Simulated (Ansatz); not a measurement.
# MnO₂

Level of theory: DFT, r²SCAN, scalar-relativistic, collinear spin; plane waves to 500 eV with PAW datasets (Ansatz 0.2.0), 6×6×10 k-mesh, Gaussian smearing of 0.05 eV; PAW files: Ansatz's generated set soft_2.

```
CELL_PARAMETERS angstrom
4.38329 0.00000 0.00000
0.00000 4.38329 0.00000
0.00000 0.00000 2.86113
ATOMIC_POSITIONS crystal
Mn 0.00000 0.00000 0.00000
Mn 0.50000 0.50000 0.50000
O 0.30476 0.30476 0.00000
O 0.19524 0.80476 0.50000
O 0.69524 0.69524 0.00000
O 0.80476 0.19524 0.50000
```

The chain of runs began from a cell as deposited in COD, expanded in volume.

Magnetic state: antiferromagnetic, site spin moments Mn 2.40, -2.40 μB.

The run above is the reference. The same cell was run again with other input settings; several of them aren't fit for production, so the rows show the settings' effect and aren't properties of the material.

| keys changed | outcome | ΔE (meV/atom) | P (GPa) | gap on the mesh (eV) | cell moment (μB) | largest force component (eV/Å) | SCF iterations | rough core-seconds | new warnings |
| --- | --- | --- | --- | --- | --- | --- | --- | --- | --- |
| none (reference) | converged | 0.0 | 0.0 | 0.38 | 0.00 | 0.000 | – | – | – |
| hamiltonian.dispersion: "d3bj"; scf.occupations.width: 0.05 → null; scf.occupations.method: "gaussian" → "tetrahedron" | converged | – | -1.4 | 0.38 | 0.00 | 0.000 | 21 | 80 | band table not solved further; dispersion damping borrowed; tetrahedron derivatives may miss energy slope |
| scf.eigensolver.kind: "davidson"; basis.precision: "f64"; hamiltonian.xc: "r2scan" → "pbesol" | converged | – | -4.1 | metal | 0.00 | 0.054 | 15 | 40 | – |
| scf.occupations.width: 0.05 → null; scf.occupations.method: "gaussian" → "tetrahedron_uncorrected"; scf.algorithm: "direct_min" | refused | – | – | – | – | – | 0 | 0.1 | – |
| scf.occupations.width: 0.05 → null; scf.occupations.method: "gaussian" → "tetrahedron_uncorrected"; basis.ecutwfc: 500 → "33.1 Ry" | converged | 1.6 | 0.0 | 0.38 | 0.00 | 0.000 | 22 | 70 | band table not solved further; cutoff below recommended |
| hamiltonian.pseudopotentials: {"kind": "nc"} | converged | – | -41.7 | 0.14 | 0.00 | 0.060 | 14 | 60 | cutoff below recommended |
| scf.initial_density.chi_scale: 0.0 | converged | 0.0 | 0.0 | 0.38 | 0.00 | 0.000 | 16 | 60 | – |
| scf.occupations.method: "gaussian" → "fermi_dirac"; scf.occupations.width: 0.05 → 0.025 | converged | 0.0 | 0.0 | 0.38 | 0.00 | 0.000 | 15 | 60 | – |

These changes also left energy (to 0.1 meV/atom), pressure, gap, moment and forces as in the reference: scf.occupations.width: 0.05 → null; scf.occupations.method: "gaussian" → "tetrahedron_uncorrected"; scf.algorithm: "density_mixing".

ΔE is the energy with the smearing extrapolated to zero. It is left out where the change alters the Hamiltonian or the spin treatment. The varied runs start from atomic densities (corrected by the program's trained start where that serves), with the default search for lower states unless a row changes it, while the reference went on from a saved state, so a magnet may end in another state whatever the setting.

- Message for «scf.occupations.width: 0.05 → null; scf.occupations.method: "gaussian" → "tetrahedron_uncorrected"; scf.algorithm: "direct_min"»: inconsistent input (scf.algorithm, scf.occupations.method): direct minimisation with tetrahedron occupations — the free energy that is minimised is that of smeared or fixed occupations, and a tetrahedron fill has neither; use a smearing scheme or fixed occupations, or the default algorithm without …

**Question.** What happens with these changes: basis.ecutwfc: 500 → "18.4 Ry"; kpoints.mp_grid.grid: [6, 6, 10] → [2, 2, 3]; scf.occupations.width: 0.05 → null; scf.occupations.method: "gaussian" → "tetrahedron_uncorrected"?

**Answer.** outcome converged, ΔE (meV/atom) 1552.4, P (GPa) -4.7, gap on the mesh (eV) 0.19, cell moment (μB) 0.00, largest force component (eV/Å) 0.084, SCF iterations 16, rough core-seconds 5, new warnings band table not solved further; cutoff below recommended.

Other pseudopotential files need their own cutoff; where it is too low, pressure and moments show the cutoff and not the files.

The pair part of a dispersion correction pulls inward (a three-body part mostly pushes out), and in metals and ionic crystals with large ions it often overbinds.

Of the reference: The run wasn't fully tested for a lower electronic state. Site moments are of spin, integrated over atomic spheres.
